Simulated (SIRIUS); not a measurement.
## SnSe: single point with PBEsol

SnSe:

```
Sn Se
1.0
     0.00000    3.01000    3.01000
     3.01000    0.00000    3.01000
     3.01000    3.01000    0.00000
Sn Se
1 1
Direct
  0.98160 0.00231 0.00640
  0.49638 0.50511 0.50362
```

The cell isn't the ideal one: atoms moved at random, drawn with an rms of 0.05 Å.

```
Program             : SIRIUS 7.12.0
Task                : single point
Functional          : PBEsol
Potentials or basis : PseudoDojo 0.4.1 PBEsol standard (scalar relativistic)
Cutoff              : 1177 eV
Density cutoff      : 4707 eV
k mesh              : 8 × 8 × 8
Occupations         : fermi-dirac, width 0.05 eV
Spin                : no spin polarisation
```

The pressure is -1.8 GPa, the largest force is 0.004 eV/Å and the band gap on the k mesh is 0.64 eV.

Forces in eV/Å, atoms in the order of the input:
```
Sn   0.000  0.002  0.003
Se   0.000 -0.002 -0.003
```

Run time: 2.4 min on 4 threads of Intel(R) Xeon(R) 6975P-C (Granite Rapids), on a shared host, peak memory 2.7 GiB.

Caveat: spin-orbit coupling is left out, which moves the levels of the heavy elements. A k mesh can miss the band edges.
